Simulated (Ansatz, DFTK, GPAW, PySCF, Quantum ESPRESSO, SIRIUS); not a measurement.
**Cost and result for the bulk modulus of Al**

Symmetry: Fm-3m, No. 225, cubic system. Conventional cell: a = 4.050 Å, b = 4.050 Å, c = 4.050 Å, α = 90.00°, β = 90.00°, γ = 90.00°. Al (site symmetry m-3m) is surrounded by 12 Al at 2.86 Å.

```tsv
rung	level	program and potentials	cutoff (eV)	k mesh	smearing	core time	chip	bulk modulus (GPa)	miss	notes
LDA	LDA	Ansatz, Ansatz PAW	420	11 × 11 × 11	fermi-dirac 0.05	4.4 s	Intel Xeon Platinum 8259CL Skylake/Cascade Lake	85.4	+11.1 %	potentials made for PBE, which Ansatz adapts in part
GGA	PBE	Ansatz, Ansatz PAW	420	11 × 11 × 11	fermi-dirac 0.05	4.9 s	Intel Xeon Platinum 8259CL Skylake/Cascade Lake	79.0	+2.7 %	-
meta-GGA	r2SCAN	Ansatz, Ansatz PAW	500	11 × 11 × 11	fermi-dirac 0.05	11 s	Intel Xeon Platinum 8259CL Skylake/Cascade Lake	91.1	+18.5 %	potentials made for PBE, which Ansatz adapts in part
GGA + dispersion	BLYP+D3(zero damping)	GPAW, PAW data sets generated for this functional	600	11 × 11 × 11	fermi-dirac 0.05	17 s	AMD EPYC 9R45 Zen 5	70.9	-7.8 %	-
GGA	PBEsol	Quantum ESPRESSO, GBRV 1.5 PBEsol	612	11 × 11 × 11	fermi-dirac 0.05	24 s	Arm Neoverse V2	83.3	+8.3 %	-
non-local van der Waals functional	optPBE-vdW	GPAW, GPAW PAW data sets (gpaw-data 1.2.1)	600	11 × 11 × 11	fermi-dirac 0.05	27 s	Arm Neoverse V2	70.6	-8.2 %	potentials made for PBE
GGA	OLYP	GPAW, PAW data sets generated for this functional	600	11 × 11 × 11	fermi-dirac 0.05	28 s	Intel Xeon Platinum 8559C Emerald Rapids	85.3	+10.9 %	-
GGA	PBEint	GPAW, PAW data sets generated for this functional	600	11 × 11 × 11	fermi-dirac 0.05	28 s	Intel Xeon Platinum 8488C Sapphire Rapids	83.4	+8.5 %	-
GGA + dispersion	PBE+D4	GPAW, GPAW PAW data sets (gpaw-data 1.2.1)	600	11 × 11 × 11	fermi-dirac 0.05	42 s	Arm Neoverse V1	87.7	+14.0 %	-
hybrid	r2SCANh	Ansatz, Ansatz PAW	500	6 × 6 × 6	fermi-dirac 0.05	67 s	Intel Xeon Platinum 8488C Sapphire Rapids	83.2	+8.2 %	coarse mesh; potentials made for PBE, which Ansatz adapts in part
GGA + dispersion	PBE+D4	SIRIUS, all-electron FP-LAPW, apw+lo standard	-	11 × 11 × 11	fermi-dirac 0.05	92 s	Arm Neoverse V1	(a)	?	-
LDA	LDA	DFTK, PseudoDojo SR LDA 0.4.1 stringent (LDA)	599	11 × 11 × 11	fermi-dirac 0.05	2.1 min	AMD EPYC 7R32 Zen 2	(b)	?	-
GGA	PBE	PySCF, DZVP-MOLOPT-SR/GTH-PBE (potentials made for PBE)	-	10 × 10 × 10	fermi-dirac 0.05	15 min	AMD EPYC 7R43 Zen 3	71.6	-6.9 %	atomic basis
```

Times are single runs on shared hosts and different chips, so they are rough; meshes, cutoffs and the tasks' sizes weigh on the time. Task: equation of state. All rows: no spin polarisation. Smearing widths are in eV. The cell comes from a database and isn't always the measured one. For a metal such meshes aren't converged. Meshes differ between rows, which moves values too. Meshes are those of the run's cell of 1 atom unless a note names another. Misses use the values as printed. Runs on faulty files, with rough fits or with known faults for this quantity aren't shown. No row holds spin-orbit coupling.

Measured: 76.9 GPa (pmc:3831299, doi:10.1107/S0021889813023728). The runs are for a static lattice.

**Question.** Estimate the values left out from the other rows.

**Answer.** (a) 87.2 GPa, miss +13.4 %; (b) 85.2 GPa, miss +10.8 %.
